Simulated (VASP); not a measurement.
# SrO (Fm-3m) in VASP: elastic constants with r2SCAN

Aim: the elastic constants of SrO with r2SCAN.

Program: VASP 6.6.1. These are calculated values, not measurements. Logs are shortened: lines on timing, memory, paths and dates and some standing lists are left out, and cuts for length are marked.

**1. The structure**

The structure is cubic, space group Fm-3m (No. 225). The conventional cell has a = 5.161 Å, b = 5.161 Å, c = 5.161 Å, α = 90.00°, β = 90.00°, γ = 90.00°. Around Sr (site symmetry m-3m) lie 6 O at 2.58 Å. O (site symmetry m-3m) is surrounded by 6 Sr at 2.58 Å.

**2. Elastic constants, r2SCAN**

Contents of POSCAR:

```
SrO
1.0
    0.0000000000      2.5806600000      2.5806600000
    2.5806600000      0.0000000000      2.5806600000
    2.5806600000      2.5806600000      0.0000000000
Sr O
1 1
Direct
    0.0000000000      0.0000000000      0.0000000000
    0.5000000000      0.5000000000      0.5000000000
```

Contents of INCAR.step1:

```
PREC = Accurate
ENCUT = 700
EDIFF = 1E-8
ISMEAR = 0
SIGMA = 0.02
LREAL = False
LASPH = True
NELM = 100
ALGO = Normal
ISIF = 3
LWAVE = False
LCHARG = False
METAGGA = R2SCAN
LMIXTAU = True
IBRION = 2
NSW = 40
EDIFFG = -0.002
```

Contents of INCAR.step2:

```
PREC = Accurate
ENCUT = 700
EDIFF = 1E-8
ISMEAR = 0
SIGMA = 0.02
LREAL = False
LASPH = True
NELM = 100
ALGO = Normal
ISIF = 3
LWAVE = False
LCHARG = False
METAGGA = R2SCAN
LMIXTAU = True
IBRION = 6
NFREE = 2
POTIM = 0.015
NSW = 1
```

Contents of KPOINTS:

```
regular mesh
0
Gamma
  10 10 10
```

Potentials or basis: VASP PAW PBE potentials, release 64 (Sr_sv, O).

Run with:

```console
cat potpaw_PBE.64/Sr_sv/POTCAR potpaw_PBE.64/O/POTCAR > POTCAR
cp INCAR.step1 INCAR
mpirun -np 1 vasp_std > vasp.out
cp CONTCAR POSCAR
cp INCAR.step2 INCAR
mpirun -np 1 vasp_std > vasp.out
```

OUTCAR:

```text
PREC = Accurate
   ENCUT = 700
   EDIFF = 1E-8
   ISMEAR = 0
   LREAL = False
   LASPH = True
   NELM = 100
   ISIF = 3
   METAGGA = R2SCAN
   IBRION = 6
   NFREE = 2
   POTIM = 0.015
   NSW = 1

 ion  position               nearest neighbor table
   1  0.000  0.000  0.000-   2 2.58   2 2.58   2 2.58   2 2.58   2 2.58   2 2.58
   2  0.500  0.500  0.500-   1 2.58   1 2.58   1 2.58   1 2.58   1 2.58   1 2.58

  LATTYP: Found a face centered cubic cell.
 ALAT       =     5.1677649112

  Lattice vectors:

 A1 = (   0.0000000000,   2.5838824556,   2.5838824556)
 A2 = (   2.5838824556,   0.0000000000,   2.5838824556)
 A3 = (   2.5838824556,   2.5838824556,   0.0000000000)

Analysis of symmetry for initial positions (statically):
=====================================================================
 Subroutine PRICEL returns:
 Original cell was already a primitive cell.

 Routine SETGRP: Setting up the symmetry group for a
 face centered cubic supercell.

 Subroutine GETGRP returns: Found 48 space group operations
 (whereof 48 operations were pure point group operations)
 out of a pool of 48 trial point group operations.

The static configuration has the point symmetry O_h .

Analysis of symmetry for dynamics (positions and initial velocities):
=====================================================================
 Subroutine PRICEL returns:
 Original cell was already a primitive cell.

 Routine SETGRP: Setting up the symmetry group for a
 face centered cubic supercell.

 Subroutine GETGRP returns: Found 48 space group operations
 (whereof 48 operations were pure point group operations)
 out of a pool of 48 trial point group operations.

The dynamic configuration has the point symmetry O_h .

 Subroutine INISYM returns: Found 48 space group operations
 (whereof 48 operations are pure point group operations),
 and found     1 'primitive' translations

----------------------------------------------------------------------------------------

                                     Primitive cell

  volume of cell :      34.5023

  direct lattice vectors                    reciprocal lattice vectors
     0.000000000  2.583882456  2.583882456    -0.193507255  0.193507255  0.193507255
     2.583882456  0.000000000  2.583882456     0.193507255 -0.193507255  0.193507255
     2.583882456  2.583882456  0.000000000     0.193507255  0.193507255 -0.193507255

  length of vectors
     3.654161612  3.654161612  3.654161612     0.335164396  0.335164396  0.335164396

  position of ions in fractional coordinates (direct lattice)
     0.000000000  0.000000000  0.000000000
     0.500000000  0.500000000  0.500000000

  ion indices of the primitive-cell ions
   primitive index   ion index
                 1           1
                 2           2

----------------------------------------------------------------------------------------

 KPOINTS: regular mesh

Automatic generation of k-mesh.
 Grid dimensions read from file:
 generate k-points for:   10   10   10

 Generating k-lattice:

  Cartesian coordinates                     Fractional coordinates (reciprocal lattice)
    -0.019350725  0.019350725  0.019350725     0.100000000  0.000000000  0.000000000
     0.019350725 -0.019350725  0.019350725     0.000000000  0.100000000  0.000000000
     0.019350725  0.019350725 -0.019350725     0.000000000  0.000000000  0.100000000
[... 114 lines left out ...]
  -------------------------------------------------------------------------------------
  Total        0.0010334      0.0010334      0.0010334      0.0000000     -0.0000000      0.0000000
  in kB        0.0479876      0.0479876      0.0479876      0.0000000     -0.0000000      0.0000000
  external PRESSURE =       0.0479876 kB  Pullay stress =       0.0000000 kB
[... 89 lines left out ...]
  FREE ENERGIE OF THE ION-ELECTRON SYSTEM (eV)
  ---------------------------------------------------
  free  energy   TOTEN  =       -27.0565711229 eV

  energy  without entropy=      -27.0565711229  energy(sigma->0) =      -27.05657112

[... ionic steps 4 to 14 ...]

--------------------------------------- Ionic step       15  -------------------------------------------

 number of electron      16.0000000 magnetization

------------------------ aborting loop because EDIFF is reached ----------------------------------------
[... 67 lines left out ...]
--------------------------------------- Ionic step       17  -------------------------------------------

 number of electron      16.0000000 magnetization

 Free energy of the ion-electron system (eV)
  ---------------------------------------------------
  ext. energy  EPLUGINS =         0.00000000
  ---------------------------------------------------
  free energy    TOTEN  =       -27.06114659 eV

  energy without entropy =      -27.06114659  energy(sigma->0) =      -27.06114659

 E-fermi :   1.4387     XC(G=0): -10.5078

 val. band max:        1.2693412322   @ k =   0.0000   0.0000   0.0000
 cond. band min:       5.0229784484   @ k =   0.0000   0.5000   0.5000
 fundamental gap:      3.7536372162
 Fermi energy:         1.4386660835

 k-point     1 :       0.0000    0.0000    0.0000
  band No.  band energies     occupation
      1     -32.2542      2.00000
      2     -14.7381      2.00000
      3     -13.2927      2.00000
      4     -13.2927      2.00000
      5     -13.2923      2.00000
      6       1.2692      2.00000
      7       1.2692      2.00000
      8       1.2693      2.00000
      9       5.8203      0.00000
     10       8.0158      0.00000
     11       8.0167      0.00000
     12       8.0167      0.00000
[... 331 lines left out ...]
 k-point    24 :       0.4000    0.3000    0.0000
  band No.  band energies     occupation
      1     -32.1185      2.00000
      2     -15.3321      2.00000
      3     -13.6236      2.00000
      4     -13.5526      2.00000
      5     -13.1862      2.00000
      6       0.2223      2.00000
      7       0.9671      2.00000
      8       1.0392      2.00000
      9       5.7052      0.00000
     10       9.0386      0.00000
     11      11.3296      0.00000
     12      11.5497      0.00000

 [... further k-points ...]

------------------------ aborting loop because EDIFF is reached ----------------------------------------

  FORCE on cell =-STRESS in cart. coord.  units (eV):
  Direction    XX          YY          ZZ          XY          YZ          ZX
  --------------------------------------------------------------------------------------
  -------------------------------------------------------------------------------------
  Total        0.0060148      0.0004770      0.0004770      0.0000000     -0.0000000     -0.0000000
  in kB        0.2793077      0.0221487      0.0221487      0.0000000     -0.0000000     -0.0000000
  external PRESSURE =       0.1078683 kB  Pullay stress =       0.0000000 kB
[... 17 lines left out ...]
  FREE ENERGIE OF THE ION-ELECTRON SYSTEM (eV)
  ---------------------------------------------------
  free  energy   TOTEN  =       -27.0611465886 eV

  energy  without entropy=      -27.0611465886  energy(sigma->0) =      -27.06114659

 INTERNAL STRAIN TENSORS FROM STRAINED CELLS
 ============================================

 INTERNAL STRAIN TENSOR FOR ION    1 for displacements in x,y,z  (eV/Angst):
          X           Y           Z          XY          YZ          ZX
  --------------------------------------------------------------------------------
  x     0.00000     0.00000     0.00000     0.00000     0.00000     0.00000
  y    -0.00000     0.00000     0.00000    -0.00000     0.00000     0.00000
  z     0.00000     0.00000     0.00000     0.00000    -0.00000     0.00000

 INTERNAL STRAIN TENSORS FROM DISPLACED ATOMS
 ============================================

 INTERNAL STRAIN TENSOR FOR ION    1 for displacements in x,y,z  (eV/Angst):
          X           Y           Z          XY          YZ          ZX
  --------------------------------------------------------------------------------
  x     0.00000     0.00000     0.00000     0.00000     0.00000     0.00000
  y     0.00000     0.00000     0.00000     0.00000     0.00000     0.00000
  z     0.00000     0.00000     0.00000     0.00000     0.00000     0.00000

 INTERNAL STRAIN TENSOR FOR ION    2 for displacements in x,y,z  (eV/Angst):
          X           Y           Z          XY          YZ          ZX
  --------------------------------------------------------------------------------
  x     0.00000     0.00000     0.00000     0.00000     0.00000     0.00000
  y     0.00000     0.00000     0.00000     0.00000     0.00000     0.00000
  z     0.00000     0.00000     0.00000     0.00000     0.00000     0.00000

 Eigenvectors and eigenvalues of the dynamical matrix
 ----------------------------------------------------

   1 f  =    6.507388 THz    40.887126 2PiTHz  217.063105 cm-1    26.912383 meV
             X         Y         Z           dx          dy          dz
      0.000000  0.000000  0.000000     0.000000    0.392553    0.000000
      2.583882  2.583882  2.583882     0.000000   -0.919729    0.000000
[... 21 lines left out ...]
   6 f/i=    0.002813 THz     0.017674 2PiTHz    0.093830 cm-1     0.011633 meV
             X         Y         Z           dx          dy          dz
      0.000000  0.000000  0.000000     0.000000    0.000000    0.919729
      2.583882  2.583882  2.583882     0.000000    0.000000    0.392553

--------------------------------------------------------------------------------------------------------

 ELASTIC MODULI CONTR FROM IONIC RELAXATION (kBar)
 Direction    XX          YY          ZZ          XY          YZ          ZX
 --------------------------------------------------------------------------------
 XX           0.0000      0.0000      0.0000      0.0000      0.0000      0.0000
 YY           0.0000      0.0000      0.0000      0.0000      0.0000      0.0000
 ZZ           0.0000      0.0000      0.0000      0.0000      0.0000      0.0000
 XY           0.0000      0.0000      0.0000      0.0000      0.0000      0.0000
 YZ           0.0000      0.0000      0.0000      0.0000      0.0000      0.0000
 ZX           0.0000      0.0000      0.0000      0.0000      0.0000      0.0000
 --------------------------------------------------------------------------------

 TOTAL ELASTIC MODULI (kBar)
 Direction    XX          YY          ZZ          XY          YZ          ZX
 --------------------------------------------------------------------------------
 XX        1872.0661    483.1658    483.1658     -0.0000      0.0000     -0.0000
 YY         483.1658   1872.0661    483.1658     -0.0000     -0.0000     -0.0000
 ZZ         483.1658    483.1658   1872.0661      0.0000      0.0000     -0.0000
 XY          -0.0000     -0.0000      0.0000    559.1474      0.0000      0.0000
 YZ           0.0000     -0.0000      0.0000      0.0000    559.1474      0.0000
 ZX          -0.0000     -0.0000     -0.0000      0.0000      0.0000    559.1474
 --------------------------------------------------------------------------------
```

Wall time 34 min (1 thread of Intel Xeon 6975P-C (Granite Rapids), shared host); peak memory 0.46 GiB.

What came out:

```yaml
Relaxed_volume: 17.25 Å³/atom
Relaxed_cell: a = 3.654 Å, b = 3.654 Å, c = 3.654 Å, α = 60.00°, β = 60.00°, γ = 60.00°
Space_group_after_relaxing_to_0.05_Å: Fm-3m (No. 225)
Elastic_constants_C11_C12_C44: 187, 48, 56 GPa
Voigt_bulk_modulus: 95 GPa
Highest_phonon_frequency_at_Γ_LO-TO_splitting_left_out: 217 cm⁻¹
```

The path:
```
step  energy change (eV)  largest force (eV/Å)  pressure (GPa)  volume (Å³)
   1              0.0000                0.0000            0.36        34.37
   2             -0.0001                0.0000           -0.17        34.57
   3             -0.0001                0.0000            0.00        34.50
```

Final structure:
```
CELL_PARAMETERS angstrom
0.00000 2.58388 2.58388
2.58388 0.00000 2.58388
2.58388 2.58388 0.00000
ATOMIC_POSITIONS crystal
Sr 0.00000 0.00000 0.00000
O 0.50000 0.50000 0.50000
```

Phonon frequencies in cm⁻¹ (negative: imaginary):
```
              q point        frequencies
(0.000, 0.000, 0.000)  0 0 0 217 217 217
```

Elastic tensor in Voigt notation (GPa, in the Cartesian axes of the cell as first typed):
```
187  48  48   0   0   0
 48 187  48   0   0   0
 48  48 187   0   0   0
  0   0   0  56   0   0
  0   0   0   0  56   0
  0   0   0   0   0  56
```

Clamped-ion elastic tensor (GPa):
```
187  48  48   0   0   0
 48 187  48   0   0   0
 48  48 187   0   0   0
  0   0   0  56   0   0
  0   0   0   0  56   0
  0   0   0   0   0  56
```

Caveat: the PAW data sets were made with another functional, which shifts forces and pressure a little.
